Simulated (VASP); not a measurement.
# AlNi (Pm-3m) in VASP: notebook, part 2 of 2

VASP 6.6.1. Earlier steps stand in the parts before.

## Step 3: Electrostatic potential, PBE+D3(BJ)

This run uses another cell than the first one, of 11.66 Å³/atom, 0.997 times its volume.

File INCAR:

```
SYSTEM = AlNi
ALGO = Normal
EDIFF = 1E-7
ENCUT = 520
GGA = PE
ISIF = 2
ISMEAR = 1
IVDW = 12
LASPH = .True.
LCHARG = .True.
LREAL = .False.
LVHAR = .True.
LWAVE = .False.
NELM = 120
PREC = Accurate
SIGMA = 0.1
```

File KPOINTS:

```
k-points
0
Gamma
  14 14 14
  0 0 0
```

File POSCAR:

```
AlNi                                    
1.0
    2.8569336220      0.0000000000      0.0000000000
    0.0000000000      2.8569336220      0.0000000000
   -0.0000000000     -0.0000000000      2.8569336220
  Ni              Al            
     1     1
Direct
     0.0000000000000000    0.0000000000000000    0.0000000000000000
     0.5000000000000000    0.5000000000000000    0.5000000000000000
```

Potentials or basis: VASP PAW PBE potentials, release 64 (Ni, Al).

Started as:

```console
> cat potpaw_PBE.64/Ni/POTCAR potpaw_PBE.64/Al/POTCAR > POTCAR
> mpirun -np 1 vasp_std > vasp.out
```

OUTCAR:

```text
SYSTEM = AlNi
   EDIFF = 1E-7
   ENCUT = 520
   GGA = PE
   ISIF = 2
   ISMEAR = 1
   IVDW = 12
   LASPH = .True.
   LREAL = .False.
   NELM = 120
   PREC = Accurate
 IVDW          = 12

 ion  position               nearest neighbor table
   1  0.000  0.000  0.000-   2 2.47   2 2.47   2 2.47   2 2.47   2 2.47   2 2.47   2 2.47   2 2.47

   2  0.500  0.500  0.500-   1 2.47   1 2.47   1 2.47   1 2.47   1 2.47   1 2.47   1 2.47   1 2.47

  LATTYP: Found a simple cubic cell.
 ALAT       =     2.8569336220

  Lattice vectors:

 A1 = (   2.8569336220,   0.0000000000,   0.0000000000)
 A2 = (   0.0000000000,   2.8569336220,   0.0000000000)
 A3 = (   0.0000000000,   0.0000000000,   2.8569336220)

Analysis of symmetry for initial positions (statically):
=====================================================================
 Subroutine PRICEL returns:
 Original cell was already a primitive cell.

 Routine SETGRP: Setting up the symmetry group for a
 simple cubic supercell.

 Subroutine GETGRP returns: Found 48 space group operations
 (whereof 48 operations were pure point group operations)
 out of a pool of 48 trial point group operations.

The static configuration has the point symmetry O_h .

Analysis of symmetry for dynamics (positions and initial velocities):
=====================================================================
 Subroutine PRICEL returns:
 Original cell was already a primitive cell.

 Routine SETGRP: Setting up the symmetry group for a
 simple cubic supercell.

 Subroutine GETGRP returns: Found 48 space group operations
 (whereof 48 operations were pure point group operations)
 out of a pool of 48 trial point group operations.

The dynamic configuration has the point symmetry O_h .

 Subroutine INISYM returns: Found 48 space group operations
 (whereof 48 operations are pure point group operations),
 and found     1 'primitive' translations

----------------------------------------------------------------------------------------

                                     Primitive cell

  volume of cell :      23.3185
[... 118 lines left out ...]
   LEPSILON=     F    determine dielectric tensor
   LRPA    =     F    only Hartree local field effects (RPA)
 non-spin polarized calculation
 Methfessel and Paxton  Order N= 1 SIGMA  =   0.10
  energy-cutoff  :      520.00
  volume of cell :       23.32
 maximum number of plane-waves:       651
 NGX is ok and might be reduce to    24
   NGX = 11   NGY = 11   NGZ = 11

 number of electron      13.0000008 magnetization

 Free energy of the ion-electron system (eV)
  ---------------------------------------------------
  ext. energy  EPLUGINS =         0.00000000
  ---------------------------------------------------
  free energy    TOTEN  =       -10.51920040 eV

  energy without entropy =      -10.51878726  energy(sigma->0) =      -10.51906269

 E-fermi :  10.3258     XC(G=0): -12.1696

 val. band max:       10.3250692147   @ k =   0.3571   0.2143   0.0714
 cond. band min:      10.3342995328   @ k =   0.3571   0.1429   0.1429
 fundamental gap:      0.0092303181
 Fermi energy:        10.3257835426

 k-point     1 :       0.0000    0.0000    0.0000
  band No.  band energies     occupation
      1      -0.9607      2.00000
      2       7.0150      2.00000
      3       7.0150      2.00000
      4       8.7702      2.00000
      5       8.7702      2.00000
      6       8.7702      2.00000
      7      15.9702      0.00000
      8      15.9702      0.00000
      9      15.9702      0.00000
     10      18.5693      0.00000
[... 287 lines left out ...]
 k-point    24 :       0.3571    0.2143    0.0000
  band No.  band energies     occupation
      1       2.1249      2.00000
      2       6.0152      2.00000
      3       7.4124      2.00000
      4       7.9663      2.00000
      5       8.2240      2.00000
      6       8.5721      2.00000
      7      10.2604      1.88550
      8      14.1872      0.00000
      9      18.2976      0.00000
     10      19.6777      0.00000

 [... further k-points ...]

------------------------ aborting loop because EDIFF is reached ----------------------------------------

 Edisp (eV)   -0.90928

 E8    (eV) :    -0.4009

  FORCE on cell =-STRESS in cart. coord.  units (eV):
  Direction    XX          YY          ZZ          XY          YZ          ZX
  --------------------------------------------------------------------------------------
  -------------------------------------------------------------------------------------
  Total       0.00443     0.00443     0.00443     0.00000     0.00000    -0.00000
  in kB       0.30404     0.30404     0.30404     0.00000     0.00000    -0.00000
  external pressure =        0.30 kB  Pullay stress =        0.00 kB

 VOLUME and BASIS-vectors are now :
 -----------------------------------------------------------------------------
  energy-cutoff  :      520.00
  volume of cell :       23.32
      direct lattice vectors                 reciprocal lattice vectors
     2.856933622  0.000000000  0.000000000     0.350025633  0.000000000  0.000000000
     0.000000000  2.856933622  0.000000000     0.000000000  0.350025633  0.000000000
     0.000000000  0.000000000  2.856933622     0.000000000  0.000000000  0.350025633

 POSITION                                       TOTAL-FORCE (eV/Angst)
 -----------------------------------------------------------------------------------
      0.00000      0.00000      0.00000         0.000000      0.000000      0.000000
      1.42847      1.42847      1.42847         0.000000      0.000000      0.000000
 -----------------------------------------------------------------------------------
    total drift:                                0.000000      0.000000      0.000000

  FREE ENERGIE OF THE ION-ELECTRON SYSTEM (eV)
  ---------------------------------------------------
  free  energy   TOTEN  =       -11.4284787771 eV

  energy  without entropy=      -11.4280656342  energy(sigma->0) =      -11.42834106
```

OSZICAR:

```text
N       E                     dE             d eps       ncg     rms          rms(c)
DAV:   1     0.414288063361E+02    0.41429E+02   -0.57684E+03  2416   0.138E+03
DAV:   2    -0.106266462220E+02   -0.52055E+02   -0.49457E+02  2412   0.212E+02
DAV:   3    -0.119561573389E+02   -0.13295E+01   -0.13169E+01  2900   0.434E+01
DAV:   4    -0.119775016780E+02   -0.21344E-01   -0.21335E-01  2870   0.495E+00
DAV:   5    -0.119781742021E+02   -0.67252E-03   -0.67251E-03  2766   0.913E-01    0.121E+01
DAV:   6    -0.136844967019E+02   -0.17063E+01   -0.56648E+01  2666   0.131E+02    0.152E+01
DAV:   7    -0.105384773872E+02    0.31460E+01   -0.16209E+01  2638   0.781E+01    0.100E+00
DAV:   8    -0.105336168349E+02    0.48606E-02   -0.36591E-01  2922   0.761E+00    0.103E+00
DAV:   9    -0.105195879041E+02    0.14029E-01   -0.56690E-02  2824   0.394E+00    0.183E-01
DAV:  10    -0.105192045259E+02    0.38338E-03   -0.16747E-03  2824   0.663E-01    0.793E-02
DAV:  11    -0.105192028781E+02    0.16478E-05   -0.41880E-05  2668   0.635E-02    0.290E-02
DAV:  12    -0.105192006885E+02    0.21896E-05   -0.89871E-06  2774   0.580E-02    0.333E-03
DAV:  13    -0.105192004166E+02    0.27193E-06   -0.17937E-07  1700   0.598E-03    0.185E-03
DAV:  14    -0.105192003994E+02    0.17189E-07   -0.15263E-07  1320   0.647E-03
   1 F= -.11428479E+02 E0= -.11428341E+02  d E =-.413143E-03
```

stdout:

```text
POSCAR found type information on POSCAR NiAl
 POSCAR found :  2 types and       2 ions
 scaLAPACK will be used
 LDA part: xc-table for (Slater+PW92), standard interpolation
 POSCAR, INCAR and KPOINTS ok, starting setup
 FFT: planning ... GRIDC
 FFT: planning ... GRID_SOFT
 FFT: planning ... GRID
 WAVECAR not read
 entering main loop
```

Run time: 11 s. Hardware: 1 thread of Intel Xeon Platinum 8559C (Emerald Rapids), shared host; peak memory 0.17 GiB.

Results:

```
Free energy                : -11.4285 eV
Pressure                   : 0.0 GPa
Band gap on the k mesh     : none (metal or under the smearing width)
Dispersion energy per atom : -0.455 eV
```

Levels at points of the mesh, in eV from the Fermi level:
| k point | band 5 | band 6 | band 7 | band 8 | band 9 | band 10 |
| --- | --- | --- | --- | --- | --- | --- |
| (0.00, 0.00, 0.00) | -1.56 | -1.56 | 5.64 | 5.64 | 5.64 | 8.24 |
| (0.50, 0.00, 0.00) | -2.28 | -1.46 | -0.62 | 8.34 | 10.18 | 10.18 |
| (0.50, 0.50, 0.00) | -2.11 | -2.11 | -1.01 | 1.57 | 2.63 | 12.59 |
| (0.50, 0.50, 0.50) | -0.98 | 2.02 | 2.02 | 2.02 | 3.95 | 4.59 |

Caveat: pairwise dispersion overbinds metals, which lowers pressure and volume.

## Step 4: Relaxation of cell and atoms, PBE+D3(BJ)

File INCAR:

```
  PREC = Accurate
  ENCUT = 600
  EDIFF = 1E-6
  ISMEAR = 1
  SIGMA = 0.1
  LREAL = False
  LASPH = True
  NELM = 120
  ALGO = Normal
  ISIF = 3
  LWAVE = False
  LCHARG = False
  GGA = PE
  IVDW = 12
  IBRION = 2
  NSW = 60
  EDIFFG = -0.005
```

File KPOINTS:

```
Automatic mesh
0
Gamma
  14 14 14
```

File POSCAR:

```
AlNi
1.0
    2.8600000000      0.0000000000      0.0000000000
    0.0000000000      2.8600000000      0.0000000000
    0.0000000000      0.0000000000      2.8600000000
Ni Al
1 1
Direct
    0.0000000000      0.0000000000      0.0000000000
    0.5000000000      0.5000000000      0.5000000000
```

Started as:

```console
> cat potpaw_PBE.64/Ni/POTCAR potpaw_PBE.64/Al/POTCAR > POTCAR
> mpirun -np 1 vasp_std > vasp.out
```

Run time: 16 s. Hardware: 1 thread of Intel Xeon 6975P-C (Granite Rapids), shared host; peak memory 0.18 GiB.

It converged, with:

- Free energy: -11.4283 eV
- Relaxed volume: 11.66 Å³/atom
- Relaxed cell: a = 2.857 Å, b = 2.857 Å, c = 2.857 Å, α = 90.00°, β = 90.00°, γ = 90.00°
- Space group after relaxing (to 0.05 Å): Pm-3m (No. 221)
- Energy gained by relaxing: 0.1 meV/atom
- Ionic steps: 3
- Pressure after relaxing: 0.0 GPa
- Band gap on the k mesh: none (metal or under the smearing width)
- Dispersion energy per atom: -0.455 eV

Step by step:
```csv
step,energy change (eV),largest force (eV/Å),pressure (GPa),volume (Å³)
1,0.0000,0.0000,-0.49,23.39
2,-0.0001,0.0000,0.41,23.27
3,-0.0001,0.0000,0.04,23.31
```

Final structure:
```
Ni Al
1.0
     2.85679    0.00000    0.00000
     0.00000    2.85679    0.00000
     0.00000    0.00000    2.85679
Ni Al
1 1
Direct
  0.00000 0.00000 0.00000
  0.50000 0.50000 0.50000
```

Levels at points of the mesh, in eV from the Fermi level:
```csv
k point,band 4,band 5,band 6,band 7,band 8,band 9,band 10
"(0.00, 0.00, 0.00)",-1.56,-1.56,-1.56,5.65,5.65,5.65,8.24
"(0.50, 0.00, 0.00)",-2.28,-2.28,-1.46,-0.62,8.35,10.18,10.18
"(0.50, 0.50, 0.00)",-2.92,-2.11,-2.11,-1.01,1.57,2.63,12.59
"(0.50, 0.50, 0.50)",-0.98,-0.98,2.02,2.02,2.02,3.95,4.59
```

Caveat: pairwise dispersion overbinds metals, which lowers pressure and volume. Spin polarisation is off, so any magnetic state and its effect on volume and gap are missing.

## Step 5: Electrostatic potential, PBE+D3(BJ)

This run uses another cell than the first one, of 11.66 Å³/atom, 0.997 times its volume.

File INCAR:

```
SYSTEM = AlNi
PREC = Accurate ; ENCUT = 520
EDIFF = 1E-6 ; ISMEAR = 1
SIGMA = 0.1 ; LREAL = .FALSE.
LASPH = .TRUE. ; NELM = 150
ALGO = Normal ; ISIF = 2
LWAVE = .FALSE. ; LCHARG = .TRUE.
GGA = PE ; IVDW = 12
LVHAR = .TRUE.
```

File KPOINTS:

```
regular mesh
0
G
  14 14 14
  0 0 0
```

File POSCAR:

```
AlNi                                    
1.0
    2.8567894123     -0.0000000000      0.0000000000
    0.0000000000      2.8567894123      0.0000000000
   -0.0000000000     -0.0000000000      2.8567894123
  Ni              Al            
     1     1
Direct
     0.0000000000000000    0.0000000000000000    0.0000000000000000
     0.5000000000000000    0.5000000000000000    0.5000000000000000
```

Started as:

```console
> cat potpaw_PBE.64/Ni/POTCAR potpaw_PBE.64/Al/POTCAR > POTCAR
> mpirun -np 1 vasp_std > vasp.out
```

Run time: 8.4 s. Hardware: 1 thread of Intel Xeon 6975P-C (Granite Rapids), shared host; peak memory 0.17 GiB.

The run converged. Its results:

```
Free energy                : -11.4285 eV
Pressure                   : 0.1 GPa
Band gap on the k mesh     : none (metal or under the smearing width)
Dispersion energy per atom : -0.455 eV
```

Levels at points of the mesh, in eV from the Fermi level:
```
           k point  band 3  band 4  band 5  band 6  band 7  band 8  band 9  band 10
(0.00, 0.00, 0.00)   -3.31   -1.56   -1.56   -1.56    5.65    5.65    5.65     8.24
(0.50, 0.00, 0.00)   -2.82   -2.28   -2.28   -1.46   -0.62    8.35   10.18    10.18
(0.50, 0.50, 0.00)   -2.92   -2.92   -2.11   -2.11   -1.01    1.57    2.63    12.59
(0.50, 0.50, 0.50)   -4.19   -0.98   -0.98    2.02    2.02    2.02    3.95     4.59
```

Caveat: pairwise dispersion overbinds metals, which lowers pressure and volume. Spin polarisation is off, so any magnetic state and its effect on volume and gap are missing.
